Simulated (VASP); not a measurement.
# Al (Fm-3m) in VASP: settings compared, part 2 of 2

VASP 6.6.1. Earlier steps stand in the parts before.

### Step 4. Band structure, RPBE

INCAR

```
SYSTEM = Al
PREC = Accurate
ENCUT = 520
EDIFF = 1E-7
ISMEAR = -1
SIGMA = 0.05
LREAL = .False.
LASPH = .True.
NELM = 80
ALGO = Normal
ISIF = 2
LWAVE = .False.
LCHARG = .False.
GGA = RP
```

KPOINTS

```
Automatic mesh
0
Gamma
  11 11 11
  0 0 0
```

POSCAR

```
Al
1.0
    0.0000000000      2.0248050000      2.0248050000
    2.0248050000      0.0000000000      2.0248050000
    2.0248050000      2.0248050000      0.0000000000
Al
1
Direct
    0.0000000000      0.0000000000      0.0000000000
```

KPOINTS_OPT

```
path GXWKGLUWLK,UX
10
line-mode
reciprocal
 0.0000000000  0.0000000000  0.0000000000  G
 0.5000000000  0.0000000000  0.5000000000  X

 0.5000000000  0.0000000000  0.5000000000  X
 0.5000000000  0.2500000000  0.7500000000  W

 0.5000000000  0.2500000000  0.7500000000  W
 0.3750000000  0.3750000000  0.7500000000  K

 0.3750000000  0.3750000000  0.7500000000  K
 0.0000000000  0.0000000000  0.0000000000  G

 0.0000000000  0.0000000000  0.0000000000  G
 0.5000000000  0.5000000000  0.5000000000  L

 0.5000000000  0.5000000000  0.5000000000  L
 0.6250000000  0.2500000000  0.6250000000  U

 0.6250000000  0.2500000000  0.6250000000  U
 0.5000000000  0.2500000000  0.7500000000  W

 0.5000000000  0.2500000000  0.7500000000  W
 0.5000000000  0.5000000000  0.5000000000  L

 0.5000000000  0.5000000000  0.5000000000  L
 0.3750000000  0.3750000000  0.7500000000  K

 0.6250000000  0.2500000000  0.6250000000  U
 0.5000000000  0.0000000000  0.5000000000  X
```

Potentials or basis: VASP PAW PBE potentials, release 64 (Al).

Started as:

```sh
$ cat potpaw_PBE.64/Al/POTCAR > POTCAR
$ mpirun -np 1 vasp_std > vasp.out
```

OUTCAR:

```text
SYSTEM = Al
   PREC = Accurate
   ENCUT = 520
   EDIFF = 1E-7
   ISMEAR = -1
   LREAL = .False.
   LASPH = .True.
   NELM = 80
   ISIF = 2
   GGA = RP

 ion  position               nearest neighbor table
   1  0.000  0.000  0.000-

  LATTYP: Found a face centered cubic cell.
 ALAT       =     4.0496100000

  Lattice vectors:

 A1 = (   0.0000000000,   2.0248050000,   2.0248050000)
 A2 = (   2.0248050000,   0.0000000000,   2.0248050000)
 A3 = (   2.0248050000,   2.0248050000,   0.0000000000)

Analysis of symmetry for initial positions (statically):
=====================================================================
 Subroutine PRICEL returns:
 Original cell was already a primitive cell.

 Routine SETGRP: Setting up the symmetry group for a
 face centered cubic supercell.

 Subroutine GETGRP returns: Found 48 space group operations
 (whereof 48 operations were pure point group operations)
 out of a pool of 48 trial point group operations.

The static configuration has the point symmetry O_h .

Analysis of symmetry for dynamics (positions and initial velocities):
[... 157 lines left out ...]

 E-fermi :   8.0406     XC(G=0): -10.1181

 val. band max:        8.0274295705   @ k =  -0.4545   0.3636   0.0000
 cond. band min:       8.0635940060   @ k =   0.4545   0.1818   0.0909
 fundamental gap:      0.0361644355
 Fermi energy:         8.0405678852

 k-point     1 :       0.0000    0.0000    0.0000
  band No.  band energies     occupation
      1      -3.0650      2.00000
      2      20.5930      0.00000
      3      20.5930      0.00000
      4      20.5930      0.00000
      5      22.1672      0.00000
[... 177 lines left out ...]
 k-point    24 :      -0.1818    0.1818    0.0000
  band No.  band energies     occupation
      1      -0.6964      2.00000
      2      11.8353      0.00000
      3      13.3104      0.00000
      4      19.8851      0.00000
      5      21.8881      0.00000

 [... further k-points ...]

------------------------ aborting loop because EDIFF is reached ----------------------------------------

  FORCE on cell =-STRESS in cart. coord.  units (eV):
  Direction    XX          YY          ZZ          XY          YZ          ZX
  --------------------------------------------------------------------------------------
  -------------------------------------------------------------------------------------
  Total        0.0863876      0.0863876      0.0863876      0.0000000      0.0000000      0.0000000
  in kB        8.3364721      8.3364721      8.3364721      0.0000000      0.0000000      0.0000000
  external PRESSURE =       8.3364721 kB  Pullay stress =       0.0000000 kB

 VOLUME and BASIS-vectors are now :
 -----------------------------------------------------------------------------
  energy-cutoff  :      520.00
  volume of cell :       16.60
      direct lattice vectors                 reciprocal lattice vectors
     0.000000000  2.024805000  2.024805000    -0.246937359  0.246937359  0.246937359
     2.024805000  0.000000000  2.024805000     0.246937359 -0.246937359  0.246937359
     2.024805000  2.024805000  0.000000000     0.246937359  0.246937359 -0.246937359

 POSITION                                       TOTAL-FORCE (eV/Angst)
 -----------------------------------------------------------------------------------
      0.00000      0.00000      0.00000         0.000000      0.000000      0.000000
 -----------------------------------------------------------------------------------
    total drift:                                0.000000     -0.000000      0.000000

  FREE ENERGIE OF THE ION-ELECTRON SYSTEM (eV)
  ---------------------------------------------------
  free  energy   TOTEN  =        -3.5172302279 eV

  energy  without entropy=       -3.5132261018  energy(sigma->0) =       -3.51522816
```

stdout:

```text
POSCAR found type information on POSCAR Al
 POSCAR found :  1 types and       1 ions
 scaLAPACK will be used
 -----------------------------------------------------------------------------
|                                                                             |
|                                                                             |
|     You enforced a specific xc type in the INCAR file but a different       |
|     I HOPE YOU KNOW WHAT YOU ARE DOING!                                     |
|                                                                             |
 -----------------------------------------------------------------------------

 LDA part: xc-table for (Slater+PW92), standard interpolation
 POSCAR, INCAR and KPOINTS ok, starting setup
 FFT: planning ... GRIDC
 FFT: planning ... GRID_SOFT
 FFT: planning ... GRID
 WAVECAR not read
 entering main loop
 Start KPOINTS_OPT (optional k-point list driver)
k-point batch [1-56\100]
k-point batch [57-100\100]
```

Wall time 5.5 s (1 thread of Intel Xeon Platinum 8488C (Sapphire Rapids), shared host); peak memory 0.13 GiB.

What came out:

- Free energy: -3.5172 eV
- Pressure: 0.8 GPa
- Band gap along the path: none (metal or under the smearing width)

Levels at the corners of the path, in eV from the Fermi level:
| point | band 1 | band 2 | band 3 | band 4 | band 5 |
| --- | --- | --- | --- | --- | --- |
| Γ | -11.11 | 12.55 | 12.55 | 12.55 | 14.13 |
| X | -2.93 | -1.59 | 5.20 | 5.58 | 5.58 |
| X | -2.93 | -1.59 | 5.20 | 5.58 | 5.58 |
| W | -0.86 | -0.86 | 0.14 | 1.14 | 15.76 |
| W | -0.86 | -0.86 | 0.14 | 1.14 | 15.76 |
| K | -1.90 | -1.38 | -0.38 | 6.55 | 8.17 |
| K | -1.90 | -1.38 | -0.38 | 6.55 | 8.17 |
| Γ | -11.11 | 12.55 | 12.55 | 12.55 | 14.13 |
| Γ | -11.11 | 12.55 | 12.55 | 12.55 | 14.13 |
| L | -4.60 | -4.36 | 11.39 | 11.40 | 11.42 |
| L | -4.60 | -4.36 | 11.39 | 11.39 | 11.42 |
| U | -1.90 | -1.38 | -0.38 | 6.55 | 8.17 |
| U | -1.90 | -1.38 | -0.38 | 6.55 | 8.17 |
| W | -0.86 | -0.86 | 0.14 | 1.14 | 15.76 |
| W | -0.86 | -0.86 | 0.14 | 1.14 | 15.76 |
| L | -4.60 | -4.36 | 11.39 | 11.39 | 11.42 |
| L | -4.60 | -4.36 | 11.39 | 11.40 | 11.42 |
| K | -1.90 | -1.38 | -0.38 | 6.55 | 8.17 |
| U | -1.90 | -1.38 | -0.38 | 6.55 | 8.17 |
| X | -2.93 | -1.59 | 5.20 | 5.58 | 5.58 |

Caveat: the PAW data sets were made with another functional, which shifts forces and pressure a little.

### Step 5. For comparison

An earlier run on the cell as given: functional PBE; potentials or basis VASP PAW PBE potentials, release 64 (Al); cutoff 520 eV; k mesh 11 × 11 × 11; occupations fermi-dirac, width 0.05 eV; no spin polarisation.

* Pressure: -0.5 GPa
* Band gap on the k mesh: none (metal or under the smearing width)

### Step 6. Overview

| task | level | potentials or basis | pressure (GPa) |
| --- | --- | --- | --- |
| band structure | LDA | VASP PAW LDA potentials, release 64 (Al) | -3.6 |
| band structure | PBEsol | VASP PAW PBE potentials, release 64 (Al) | -1.9 |
| band structure | RPBE | VASP PAW PBE potentials, release 64 (Al) | 0.8 |
| single point | PBE | VASP PAW PBE potentials, release 64 (Al) | -0.5 |

Alike in all rows: no spin polarisation; cell as given; k mesh 11 × 11 × 11; cutoff (eV) 520; smearing fermi-dirac 0.05 eV.

Caveats: the PAW data sets were made with another functional, which shifts forces and pressure a little (some runs).

Absolute energies hang on the potentials; compare differences alone.
